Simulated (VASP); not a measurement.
# C2H4 in VASP: settings compared

One molecule, C2H4, is run at these levels: LDA, PBEsol, PBE+D3, PBE+D4, PBE+D3(BJ); tasks: single point.

Program: VASP 6.6.1. These are calculated values, not measurements. Logs are shortened: lines on timing, memory, paths and dates and some standing lists are left out, and cuts for length are marked.

## Step 1: The molecule as given

The cell holds a molecule in a box, 6 atoms: a = 13.015 Å, b = 13.515 Å, c = 14.015 Å, α = 90.00°, β = 90.00°, γ = 90.00°.

## Step 2: Single point, LDA

Input file INCAR:

```
SYSTEM = H2C
ALGO = Normal
EDIFF = 1E-6
ENCUT = 400
GGA = CA
ISIF = 2
ISMEAR = 0
ISYM = 0
LASPH = .TRUE.
LCHARG = .FALSE.
LREAL = .FALSE.
LWAVE = .FALSE.
NELM = 60
PREC = Accurate
SIGMA = 0.01
```

Input file KPOINTS:

```
k-points
0
G
  1 1 1
  0 0 0
```

Input file POSCAR:

```
H2C                                     
1.0
   13.0146151263      0.0000000000      0.0000000000
    0.0000000000     13.5146151263      0.0000000000
    0.0000000000      0.0000000000     14.0146151263
  C               H             
     2     4
Selective dynamics
Direct
     0.5432027012999967    0.4875295362000003    0.4812177697999971   F   F   F
     0.4557463640286073    0.5202657865661985    0.5192355659677074   T   T   T
     0.5651186702230939    0.4096132336611897    0.4843618238086328   T   T   T
     0.5968691103297031    0.5371520237344053    0.4452231535384664   T   T   T
     0.4342162623295124    0.5983133022806838    0.5158786262629017   T   T   T
     0.4023410632690648    0.4702679784634422    0.5551685940794859   T   T   T
```

Potentials or basis: VASP PAW LDA potentials, release 64 (C, H).

Launch:

```
$ cat potpaw_LDA.64/C/POTCAR potpaw_LDA.64/H/POTCAR > POTCAR
$ mpirun -np 4 vasp_gam > vasp.out
```

OUTCAR:

```text
SYSTEM = H2C
   EDIFF = 1E-6
   ENCUT = 400
   GGA = CA
   ISIF = 2
   ISMEAR = 0
   ISYM = 0
   LASPH = .TRUE.
   LREAL = .FALSE.
   NELM = 60
   PREC = Accurate

 ion  position               nearest neighbor table
   1  0.543  0.488  0.481-   4 1.09   3 1.09   2 1.33
   2  0.456  0.520  0.519-   6 1.09   5 1.09   1 1.33
   3  0.565  0.410  0.484-   1 1.09
   4  0.597  0.537  0.445-   1 1.09
   5  0.434  0.598  0.516-   2 1.09
   6  0.402  0.470  0.555-   2 1.09

IMPORTANT INFORMATION: All symmetrisations will be switched off!
NOSYMM: (Re-)initialisation of all symmetry stuff for point group C_1.

----------------------------------------------------------------------------------------

                                     Primitive cell

  volume of cell :    2464.9958

  direct lattice vectors                    reciprocal lattice vectors
    13.014615126  0.000000000  0.000000000     0.076836694  0.000000000  0.000000000
     0.000000000 13.514615126  0.000000000     0.000000000  0.073993968  0.000000000
     0.000000000  0.000000000 14.014615126     0.000000000  0.000000000  0.071354082

  length of vectors
    13.014615126 13.514615126 14.014615126     0.076836694  0.073993968  0.071354082

  position of ions in fractional coordinates (direct lattice)
     0.543202701  0.487529536  0.481217770
     0.455746364  0.520265787  0.519235566
     0.565118670  0.409613234  0.484361824
     0.596869110  0.537152024  0.445223154
     0.434216262  0.598313302  0.515878626
     0.402341063  0.470267978  0.555168594

  ion indices of the primitive-cell ions
   primitive index   ion index
                 1           1
                 2           2
                 3           3
                 4           4
                 5           5
                 6           6

----------------------------------------------------------------------------------------

 KPOINTS: k-points

Automatic generation of k-mesh.
 Grid dimensions read from file:
 generate k-points for:    1    1    1

 Generating k-lattice:

  Cartesian coordinates                     Fractional coordinates (reciprocal lattice)
     0.076836694  0.000000000  0.000000000     1.000000000  0.000000000  0.000000000
     0.000000000  0.073993968  0.000000000     0.000000000  1.000000000  0.000000000
     0.000000000  0.000000000  0.071354082     0.000000000  0.000000000  1.000000000

  Length of vectors
     0.076836694  0.073993968  0.071354082

  Shift w.r.t. Gamma in fractional coordinates (k-lattice)
     0.000000000  0.000000000  0.000000000

 Subroutine IBZKPT returns following result:
 ===========================================

 Found      1 irreducible k-points:

 Following reciprocal coordinates:
            Coordinates               Weight
  0.000000  0.000000  0.000000      1.000000
   k-points           NKPTS =      1   k-points in BZ     NKDIM =      1   number of bands    NBANDS=     12
   number of dos      NEDOS =    301   number of ions     NIONS =      6
   total plane-waves  NPLWV = 777600
   dimension x,y,z NGX =    90 NGY =   90 NGZ =   96
   dimension x,y,z NGXF=   180 NGYF=  180 NGZF=  192
   ions per type =               2   4
   NGX,Y,Z   is equivalent  to a cutoff of  11.50, 11.07, 11.39 a.u.
   NGXF,Y,Z  is equivalent  to a cutoff of  22.99, 22.14, 22.78 a.u.
 SYSTEM =  H2C
   PREC   = accura    normal or accurate (medium, high low for compatibility)
   ISTART =      0    job   : 0-new  1-cont  2-samecut
   ICHARG =      2    charge: 1-file 2-atom 10-const
   ISPIN  =      1    spin polarized calculation?
   LNONCOLLINEAR =      F non collinear calculations
   LSORBIT =      F    spin-orbit coupling
   LASPH  =      T    aspherical Exc in radial PAW
   ENCUT  =  400.0 eV  29.40 Ry    5.42 a.u.  21.22 22.04 22.85*2*pi/ulx,y,z
   NELM   =     60;   NELMIN=  2; NELMDL= -5     # of ELM steps
   EDIFF  = 0.1E-05   stopping-criterion for ELM
   LREAL  =      F    real-space projection
   EDIFFG = 0.1E-04   stopping-criterion for IOM
   NSW    =      0    number of steps for IOM
   IBRION =     -1    ionic relax: 0-MD 1-quasi-New 2-CG
   NFREE  =      0    steps in history (QN), initial steepest desc. (CG)
   ISIF   =      2    stress and relaxation
   ISYM   =      0    0-nonsym 1-usesym 2-fastsym
   POTIM  = 0.5000    time-step for ionic-motion
   TEBEG  =    0.0;   TEEND  =   0.0 temperature during run
   PSTRESS=    0.0 pullay stress
   NELECT =      12.0000    total number of electrons
   NUPDOWN=      -1.0000    fix difference up-down
   EMIN   =  10.00;   EMAX   =-10.00  energy-range for DOS
   EFERMI =   0.00;   METHOD = LEGACY
   ISMEAR =     0;   SIGMA  =   0.01  broadening in eV -4-tet -1-fermi 0-gaus
   EFERMI_NEDOS =   21; number of points for ismear=-14 and -15
   IALGO  =     38    algorithm
   IMIX   =      4    mixing-type and parameters
     AMIX     =   0.40;   BMIX     =  1.00
     AMIX_MAG =   1.60;   BMIX_MAG =  1.00
  volume/ion in A,a.u.               =     410.83      2772.44
  Fermi-wavevector in a.u.,A,eV,Ry     =   0.277458  0.524319  1.047413  0.076983
  Thomas-Fermi vector in A             =   1.123187
   LORBIT       =      0    0 simple, 1 ext, 2 COOP (PROOUT), +10 PAW based schemes
   GGA     = CA    functional components
   LHFCALC =     F    Hartree Fock is set to
   AEXX    =    0.0000 exact exchange contribution
   IVDW    =     0    specifies the selected vdW correction
   LEPSILON=     F    determine dielectric tensor
   LRPA    =     F    only Hartree local field effects (RPA)
 non-spin polarized calculation
 Gauss-broadening in eV      SIGMA  =   0.01
  energy-cutoff  :      400.00
  volume of cell :     2465.00
 maximum number of plane-waves:     22382
 NGX is ok and might be reduce to    90
   NGX = 43   NGY = 45   NGZ = 45

 number of electron      11.9999998 magnetization

 Free energy of the ion-electron system (eV)
  ---------------------------------------------------
  ext. energy  EPLUGINS =         0.00000000
  ---------------------------------------------------
  free energy    TOTEN  =       -33.35149022 eV

  energy without entropy =      -33.35149022  energy(sigma->0) =      -33.35149022

 E-fermi :  -6.7866     XC(G=0):  -0.3851

 val. band max:       -6.8678969105   @ k =   0.0000   0.0000   0.0000
 cond. band min:      -1.2102127519   @ k =   0.0000   0.0000   0.0000
 fundamental gap:      5.6576841586
 Fermi energy:        -6.7866019633

 k-point     1 :       0.0000    0.0000    0.0000
  band No.  band energies     occupation
      1     -18.6334      2.00000
      2     -14.0574      2.00000
      3     -11.4215      2.00000
      4     -10.1776      2.00000
      5      -8.3808      2.00000
      6      -6.8679      2.00000
      7      -1.2102      0.00000
      8      -0.3186      0.00000
      9       0.3729      0.00000
     10       0.3918      0.00000
     11       0.4359      0.00000
     12       0.6427      0.00000

------------------------ aborting loop because EDIFF is reached ----------------------------------------

  FORCE on cell =-STRESS in cart. coord.  units (eV):
  Direction    XX          YY          ZZ          XY          YZ          ZX
  --------------------------------------------------------------------------------------
  -------------------------------------------------------------------------------------
  Total       -0.8804710     -0.2184376     -0.5804904      0.2328268     -0.1877455      0.1424848
  in kB       -0.5722812     -0.1419782     -0.3773023      0.1513308     -0.1220293      0.0926111
  external PRESSURE =      -0.3638539 kB  Pullay stress =       0.0000000 kB

 VOLUME and BASIS-vectors are now :
 -----------------------------------------------------------------------------
  energy-cutoff  :      400.00
  volume of cell :     2465.00
      direct lattice vectors                 reciprocal lattice vectors
    13.014615126  0.000000000  0.000000000     0.076836694  0.000000000  0.000000000
     0.000000000 13.514615126  0.000000000     0.000000000  0.073993968  0.000000000
     0.000000000  0.000000000 14.014615126     0.000000000  0.000000000  0.071354082

 POSITION                                       TOTAL-FORCE (eV/Angst)
 -----------------------------------------------------------------------------------
      7.06957      6.58877      6.74408        -0.505248      0.195960      0.236841
      5.93136      7.03119      7.27689         0.540735     -0.209920     -0.253184
      7.35480      5.53577      6.78814        -0.000255     -0.122737      0.023272
      7.76802      7.25940      6.23963         0.053752      0.101725     -0.048573
      5.65116      8.08597      7.22984        -0.026850      0.091122     -0.002859
      5.23631      6.35549      7.78047        -0.062134     -0.056150      0.044503
 -----------------------------------------------------------------------------------
    total drift:                               -0.000205      0.000430     -0.000142

  FREE ENERGIE OF THE ION-ELECTRON SYSTEM (eV)
  ---------------------------------------------------
  free  energy   TOTEN  =       -33.3514902157 eV

  energy  without entropy=      -33.3514902157  energy(sigma->0) =      -33.35149022
```

Wall time 16 s (4 MPI ranks of Intel Xeon 6975P-C (Granite Rapids), shared host); peak memory 0.36 GiB.

Results:

* Free energy: -33.3515 eV
* Largest force: 0.633 eV/Å
* Gap between the frontier levels: 5.66 eV

Forces on the atoms (eV/Å):
```
C   -0.505  0.196  0.237
C    0.541 -0.210 -0.253
H    0.000 -0.123  0.023
H    0.054  0.102 -0.049
H   -0.027  0.091 -0.003
H   -0.062 -0.056  0.045
```

Levels at points of the mesh, in eV from the valence-band top:
```tsv
k point	band 4	band 5	band 6	band 7	band 8	band 9
(0.00, 0.00, 0.00)	-3.31	-1.51	0.00	5.66	6.55	7.24
```

Caveat: the cutoff is under 1.25 times the usual one of these potentials, so pressure, stress and relaxed cells hold a basis-set (Pulay) error.

[end of part 1 of 2]
